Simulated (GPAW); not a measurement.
# ZrN (Fm-3m) in GPAW: a series of runs

Aim: see how the results for ZrN move with the level of theory and the settings. Levels: PBE, LDA+U. Tasks: single point.

Program: GPAW 26.7.0. These are calculated values, not measurements. Logs are shortened: lines on timing, memory, paths and dates and some standing lists are left out, and cuts for length are marked. The log counts tension as positive stress, the text compression.

### 1 The crystal as given

It takes space group Fm-3m (No. 225, cubic). The conventional cell has a = 4.600 Å, b = 4.600 Å, c = 4.600 Å, α = 90.00°, β = 90.00°, γ = 90.00°. Around Zr (site symmetry m-3m) lie 6 N at 2.30 Å. Around N (site symmetry m-3m) lie 6 Zr at 2.30 Å.

### 2 Single point, PBE

run.py reads:

```python
from ase.dft.bandgap import bandgap
from ase.io import read, write
from ase.units import GPa
from gpaw import GPAW, PW

atoms = read('POSCAR')

calc = GPAW(mode=PW(650),
            xc='PBE',
            kpts={'size': (8, 8, 8), 'gamma': True},
            occupations={'name': 'fermi-dirac', 'width': 0.05},
            nbands=19,
            maxiter=120,
            txt='gpaw.txt')
atoms.calc = calc
energy = atoms.get_potential_energy()
forces = atoms.get_forces()
stress = atoms.get_stress()
calc.write('gs.gpw')
write('result.traj', atoms)
print(f'Energy: {energy:.6f} eV')
print('Forces (eV/A):')
print(forces.round(4))
print('Stress (GPa):', (stress / GPa).round(3))
print('Fermi level:', round(calc.get_fermi_level(), 4), 'eV')
print(f'Gap: {bandgap(calc)[0]:.4f} eV, direct: {bandgap(calc, direct=True)[0]:.4f} eV')
```

POSCAR reads:

```
ZrN
1.0
    0.0000000000      2.3000000000      2.3000000000
    2.3000000000      0.0000000000      2.3000000000
    2.3000000000      2.3000000000      0.0000000000
Zr N
1 1
Direct
    0.5000000000      0.5000000000      0.5000000000
    0.0000000000      0.0000000000      0.0000000000
```

Potentials or basis: GPAW PAW data sets (gpaw-data 1.2.1), pw.

The run is started by

```console
OMP_NUM_THREADS=1 python run.py
```

gpaw.txt:

```text
__  _  _
 | _ |_)|_||  |
 |__||  | ||/\| - 26.7.0

Input parameters:
  mode=PW(ecut=650.0),
  kpts=MonkhorstPack(size=(8, 8, 8), gamma=True),
  maxiter=120,
  nbands=19,
  occupations=Occupations(name='fermi-dirac', width=0.05),
  xc=XC(name='PBE')

Diagonalizing LCAO Hamiltonian
Converting LCAO to pw mode

              Zr

       N

Atoms  # Å, Bohr magnetons
|   | symbol |        x |        y |        z |    initial magnetic moments |
|---|--------|----------|----------|----------|-----------------------------|
| 0 |     Zr | 2.300000 | 2.300000 | 2.300000 | ( 0.0000,  0.0000,  0.0000) |
| 1 |      N | 0.000000 | 0.000000 | 0.000000 | ( 0.0000,  0.0000,  0.0000) |

Unit cell  # Å
| periodic |        x |        y |        z |  lengths |    angles |
|----------|----------|----------|----------|----------|-----------|
|      yes | 0.000000 | 2.300000 | 2.300000 | 3.252691 | 60.000000 |
|      yes | 2.300000 | 0.000000 | 2.300000 | 3.252691 | 60.000000 |
|      yes | 2.300000 | 2.300000 | 0.000000 | 3.252691 | 60.000000 |

Number of symmetries: 48
Symmetry operations  # r_c * U_cc + t_c -> r_c
|    | kind |            matrix            |
|----|------|------------------------------|
|  0 |  σ   |  1, 0, 0,  1, 0,-1,  1,-1, 0 |
|  1 |  C2  |  1, 0, 0,  1,-1, 0,  1, 0,-1 |
|  2 |  E   |  1, 0, 0,  0, 1, 0,  0, 0, 1 |
|  3 |  σ   |  1, 0, 0,  0, 0, 1,  0, 1, 0 |
|  4 |  C4  |  1, 0,-1,  1, 0, 0,  1,-1, 0 |
|  5 |  S6  |  1, 0,-1,  1,-1, 0,  1, 0, 0 |
|  6 |  σ   |  1, 0,-1,  0, 1,-1,  0, 0,-1 |
|  7 |  C3  |  1, 0,-1,  0, 0,-1,  0, 1,-1 |
|  8 |  S6  |  1,-1, 0,  1, 0, 0,  1, 0,-1 |
|  9 |  C4  |  1,-1, 0,  1, 0,-1,  1, 0, 0 |
| 10 |  C3  |  1,-1, 0,  0,-1, 1,  0,-1, 0 |
| 11 |  σ   |  1,-1, 0,  0,-1, 0,  0,-1, 1 |
| 12 |  σ   |  0, 1, 0,  1, 0, 0,  0, 0, 1 |
| 13 |  C4  |  0, 1, 0,  0, 1,-1, -1, 1, 0 |
| 14 |  C3  |  0, 1, 0,  0, 0, 1,  1, 0, 0 |
| 15 |  S6  |  0, 1, 0, -1, 1, 0,  0, 1,-1 |
| 16 |  C2  |  0, 1,-1,  1, 0,-1,  0, 0,-1 |
| 17 |  σ   |  0, 1,-1,  0, 1, 0, -1, 1, 0 |
| 18 |  S4  |  0, 1,-1,  0, 0,-1,  1, 0,-1 |
| 19 |  C4  |  0, 1,-1, -1, 1, 0,  0, 1, 0 |
| 20 |  C3  |  0, 0, 1,  1, 0, 0,  0, 1, 0 |
| 21 |  σ   |  0, 0, 1,  0, 1, 0,  1, 0, 0 |
| 22 |  S6  |  0, 0, 1,  0,-1, 1, -1, 0, 1 |
| 23 |  C4  |  0, 0, 1, -1, 0, 1,  0,-1, 1 |
| 24 |  S4  |  0, 0,-1,  1, 0,-1,  0, 1,-1 |
| 25 |  C3  |  0, 0,-1,  0, 1,-1,  1, 0,-1 |
| 26 |  C2  |  0, 0,-1,  0,-1, 0, -1, 0, 0 |
| 27 |  S6  |  0, 0,-1, -1, 0, 0,  0,-1, 0 |
| 28 |  S4  |  0,-1, 1,  1,-1, 0,  0,-1, 0 |
| 29 |  C4  |  0,-1, 1,  0, 0, 1, -1, 0, 1 |
| 30 |  C2  |  0,-1, 1,  0,-1, 0,  1,-1, 0 |
| 31 |  σ   |  0,-1, 1, -1, 0, 1,  0, 0, 1 |
| 32 |  C3  |  0,-1, 0,  1,-1, 0,  0,-1, 1 |
| 33 |  S6  |  0,-1, 0,  0, 0,-1, -1, 0, 0 |
| 34 |  S4  |  0,-1, 0,  0,-1, 1,  1,-1, 0 |
| 35 |  C2  |  0,-1, 0, -1, 0, 0,  0, 0,-1 |
| 36 |  C2  | -1, 1, 0,  0, 1, 0,  0, 1,-1 |
| 37 |  S6  | -1, 1, 0,  0, 1,-1,  0, 1, 0 |
| 38 |  S4  | -1, 1, 0, -1, 0, 1, -1, 0, 0 |
| 39 |  C3  | -1, 1, 0, -1, 0, 0, -1, 0, 1 |
| 40 |  S6  | -1, 0, 1,  0, 0, 1,  0,-1, 1 |
| 41 |  C2  | -1, 0, 1,  0,-1, 1,  0, 0, 1 |
| 42 |  C3  | -1, 0, 1, -1, 1, 0, -1, 0, 0 |
| 43 |  S4  | -1, 0, 1, -1, 0, 0, -1, 1, 0 |
| 44 |  C2  | -1, 0, 0,  0, 0,-1,  0,-1, 0 |
| 45 |  i   | -1, 0, 0,  0,-1, 0,  0, 0,-1 |
| 46 |  σ   | -1, 0, 0, -1, 1, 0, -1, 0, 1 |
| 47 |  C2  | -1, 0, 0, -1, 0, 1, -1, 1, 0 |

BZ-sampling:
  Number of BZ points: 512
  Number of IBZ points: 29

  Monkhorst-Pack size: [8, 8, 8]
  Monkhorst-Pack shift: [0.0625, 0.0625, 0.0625]

K-points  # in reciprocal-cell coordinates
|     |                                coordinates |     weight |
|-----|--------------------------------------------|------------|
|   0 | (  0.00000000,   0.00000000,   0.00000000) | 0.00195312 |
|   1 | (  0.12500000,   0.12500000,   0.00000000) | 0.01171875 |
|   2 | (  0.12500000,   0.12500000,   0.12500000) | 0.01562500 |
|   3 | (  0.25000000,   0.12500000,   0.12500000) | 0.02343750 |
|   4 | (  0.25000000,   0.25000000,   0.00000000) | 0.01171875 |
|   5 | (  0.25000000,   0.25000000,   0.12500000) | 0.04687500 |
|   6 | (  0.25000000,   0.25000000,   0.25000000) | 0.01562500 |
|   7 | (  0.37500000,   0.25000000,  -0.37500000) | 0.04687500 |
|   8 | (  0.37500000,   0.25000000,   0.12500000) | 0.04687500 |
|   9 | (  0.37500000,   0.25000000,   0.25000000) | 0.04687500 |
| ... |                                            |            |
|  28 | (  0.50000000,   0.50000000,   0.50000000) | 0.00781250 |

Plane wave coefficients: 941
Cutoff: 650.0 eV

Spin-components: 1 (collinear spins)
Bands:           19
Projectors:      11
Spin-degeneracy: 2
Datatype:        complex128

Parallelization:
  kpt:    1
  domain: 1
  band:   1

Density:
  Valence electrons: 17.0
  Components: 1
  Grid points: [20 20 20]
  Charge: 0.0  # |e|

Potential:
  Grid points: [20 20 20]

species:
  Zr:
    name:    Zirconium
    Z:       40.0
    valence: 12
    core:    28
    charge:  0.0  # [|e|]
    compensation charges:
      type: gauss
      rc: 0.40  # [Å]
      lmax: 2
    cutoffs:
      filter: 2.39  # [Å]
      core: 1.59  # [Å]
    projectors
    | kind |    occ | energy [eV] | rcut [Å] |
    |------|--------|-------------|----------|
    |   4s |  2.000 |     -54.478 |    1.323 |
    |   5s |  2.000 |      -4.438 |    1.323 |
    |   4p |  6.000 |     -32.467 |    1.334 |
    |   5p |  0.000 |      -1.470 |    1.334 |
    |   4d |  2.000 |      -3.600 |    1.244 |
    |    d |        |      23.611 |    1.244 |

    Using partial waves for Zr as LCAO basis

  N:
    name:    Nitrogen
    Z:       7.0
    valence: 5
    core:    2
    charge:  0.0  # [|e|]
    compensation charges:
      type: gauss
      rc: 0.18  # [Å]
      lmax: 2
    cutoffs:
      filter: 1.11  # [Å]
      core: 0.96  # [Å]
    projectors
    | kind |    occ | energy [eV] | rcut [Å] |
    |------|--------|-------------|----------|
    |   2s |  2.000 |     -18.583 |    0.603 |
    |   2p |  3.000 |      -7.089 |    0.529 |
    |    s |        |       8.629 |    0.603 |
    |    p |        |      20.123 |    0.529 |
    |    d |        |       0.000 |    0.577 |

    Using partial waves for N as LCAO basis

Reference energy: -99375.292739  # eV

eigensolver:
  PPCG
  Converge bands: occupied
  niter=2

density mixing:
  MSR1-Mixer
  Pratt-step length: 0.05
  Maximum mixing coefficient: 0.75
  Old densities: 10
  SVD Regularization: 0.005
  Good broyden scale: 1.0
  Trust region scale: 1.0
  Backstep threshold: 4.0
  History deletion threshold: 6.0
  Fourier metric: weight=20.0, sigma=0.015

occupation numbers:
  Fermi-Dirac:
    width: 0.0500  # eV

poisson solver:
  ecut: 5200.0  # eV

xc functional:
  name: PBE with 2 nearest neighbor stencil

convergence criteria:
- Maximum [total energy] change in last 3 cyles: 0.0005 eV / valence electron
- Maximum integral of absolute [dens]ity change: 0.0001 electrons / valence electron
- Maximum integral of absolute [eigenst]ate change: 4e-08 eV^2 / valence electron
maximum number of iterations: 120

SCF iterations
|iter     | |      energy | eigst |  dens |
|---------|-|-------------|-------|-------|
|iter:   1| |  -21.141887 | +0.14 |       |
|iter:   2| |  -20.553512 | -1.84 | -0.89 |
|iter:   3| |  -19.281272 | -1.20 | -0.96 |
|iter:   4| |  -19.277653 | -2.93 | -1.62 |
|iter:   5| |  -19.280269c| -3.20 | -1.82 |
|iter:   6| |  -19.280052c| -4.58 | -2.84 |
|iter:   7| |  -19.280051c| -6.15 | -3.41 |
|iter:   8| |  -19.280055c| -7.08 | -3.95 |
|iter:   9| |  -19.280054c| -8.38c| -4.63c|

Converged in 9 steps
Energy contributions relative to reference atoms: (reference = -99375.292739)

Energy contributions:
  Kinetic:          12.806009
  Coulomb:         -14.767177
  Zero:              0.318057
  External:          0.000000
  Xc:              -17.632064
  Entropy:          -0.009756
  Spinorbit:         0.000000
  ----------------------------
  Free energy:     -19.284932
  Extrapolated:    -19.280054

dipole moment: (-11.431376, -11.431376, -11.431376)  # |e|*Ang

Fermi level: 12.781
Eigenvalues  # (at kpt = [0.000, 0.000, 0.000])
| band index |      eig [eV] | occ [0-2] |
|------------|---------------|-----------|
|          0 |       -36.848 |     2.000 |
|        ... |               |           |
|          3 |       -14.488 |     2.000 |
|          4 |        -3.455 |     2.000 |
|          5 |        10.139 |     2.000 |
|          6 |        10.139 |     2.000 |
|          7 |        10.140 |     2.000 |
|          8 |        12.384 |     1.999 |
|          9 |        12.384 |     1.999 |
|         10 |        12.384 |     1.999 |
|         11 |        14.336 |     0.000 |
|         12 |        14.336 |     0.000 |
|         13 |        15.551 |     0.000 |
|         14 |        21.994 |     0.000 |
|         15 |        35.015 |     0.000 |
|         16 |        35.015 |     0.000 |
|         17 |        35.015 |     0.000 |
|         18 |        37.412 |     0.000 |

No gap
No difference between direct/indirect transitions

Forces  # eV/Ang
|        x |       y |       z |
|----------|---------|---------|
|  0.00000 | 0.00000 | 0.00000 |  # Zr   0
| -0.00000 | 0.00000 | 0.00000 |  # N    1

Stress tensor  # eV/Ang^3
|         x |         y |         z |
|-----------|-----------|-----------|
|  0.034165 | -0.000000 | -0.000000 |
| -0.000000 |  0.034165 | -0.000000 |
| -0.000000 | -0.000000 |  0.034165 |

# Writing to gs.gpw (mode='')
```

Wall time 7.8 s (1 thread of Arm Neoverse V2, shared host); peak memory 0.17 GiB.

What came out:

```yaml
Free_energy: -19.2849 eV
Pressure: -5.5 GPa
Band_gap_on_the_k_mesh: none (metal or under the smearing width)
```

Caveat: the cutoff is short for stress and forces, so pressures can be off by a GPa or more.

### 3 Single point, LDA+U

run.py, as its differences from that of step 2:

```diff
@@ -3,3 +3,5 @@
 from ase.units import GPa
-from gpaw import GPAW, PW
+from gpaw import GPAW, PW, setup_paths
+
+setup_paths.insert(0, '.')
 
@@ -7,6 +9,7 @@
 
-calc = GPAW(mode=PW(650),
-            xc='PBE',
+calc = GPAW(mode=PW(600),
+            xc='LDA',
             kpts={'size': (8, 8, 8), 'gamma': True},
             occupations={'name': 'fermi-dirac', 'width': 0.05},
+            setups={'Zr': ':d,1.0'},
             nbands=19,
```

POSCAR is that of step 2.

Potentials or basis: PAW data sets generated in the run's folder for this functional, pw.

The run is started by

```console
gpaw-setup -f LDA N Zr
OMP_NUM_THREADS=1 python run.py
```

It took 8.4 s on 1 thread of Arm Neoverse V2, shared host; peak memory 0.14 GiB.

Results (log left out):

- Free energy: -20.3842 eV
- Pressure: -18.0 GPa
- Band gap on the k mesh: none (metal or under the smearing width)

Levels at points of the mesh, in eV from the Fermi level:
```tsv
k point	band 6	band 7	band 8	band 9	band 10	band 11	band 12	band 13
(0.00, 0.00, 0.00)	-2.73	-2.73	-2.73	-0.38	-0.38	-0.38	1.61	1.61
(0.50, 0.50, 0.00)	-4.66	-3.46	-3.23	-3.23	3.42	4.61	4.61	4.99
(0.50, 0.50, 0.50)	-7.72	-5.66	-5.66	3.01	3.13	3.13	4.54	7.71
```

Caveat: the cutoff is short for stress and forces, so pressures can be off by a GPa or more; U without spin polarisation on a metal has little footing.

### 4 Single point, PBE

run.py, as its differences from that of step 3:

```diff
@@ -3,13 +3,10 @@
 from ase.units import GPa
-from gpaw import GPAW, PW, setup_paths
+from gpaw import GPAW, PW
 
-setup_paths.insert(0, '.')
+atoms = read('ZrN.xyz')
 
-atoms = read('POSCAR')
-
-calc = GPAW(mode=PW(600),
-            xc='LDA',
+calc = GPAW(mode=PW(650),
+            xc='PBE',
             kpts={'size': (8, 8, 8), 'gamma': True},
             occupations={'name': 'fermi-dirac', 'width': 0.05},
-            setups={'Zr': ':d,1.0'},
             nbands=19,
```

ZrN.xyz reads:

```xyz
2
Lattice="0.0000000000 2.3000000000 2.3000000000 2.3000000000 0.0000000000 2.3000000000 2.3000000000 2.3000000000 0.0000000000" Properties=species:S:1:pos:R:3 pbc="T T T"
Zr     2.3000000000      2.3000000000      2.3000000000
N      0.0000000000      0.0000000000      0.0000000000
```

Potentials or basis: GPAW PAW data sets (gpaw-data 1.2.1), pw.

The run is started by

```console
OMP_NUM_THREADS=1 python run.py
```

It took 8 s on 1 thread of Arm Neoverse V2, shared host; peak memory 0.15 GiB.

Results (log left out):

| Property | Result |
| --- | --- |
| Free energy | -19.2849 eV |
| Pressure | -5.5 GPa |
| Band gap on the k mesh | none (metal or under the smearing width) |

Levels at points of the mesh, in eV from the Fermi level:
```tsv
k point	band 6	band 7	band 8	band 9	band 10	band 11	band 12	band 13
(0.00, 0.00, 0.00)	-2.64	-2.64	-2.64	-0.40	-0.40	-0.40	1.55	1.55
(0.50, 0.50, 0.00)	-4.57	-3.43	-3.15	-3.15	3.31	4.45	4.45	4.84
(0.50, 0.50, 0.50)	-7.60	-5.62	-5.62	2.97	3.03	3.03	4.70	7.60
```

Caveat: the cutoff is short for stress and forces, so pressures can be off by a GPa or more.
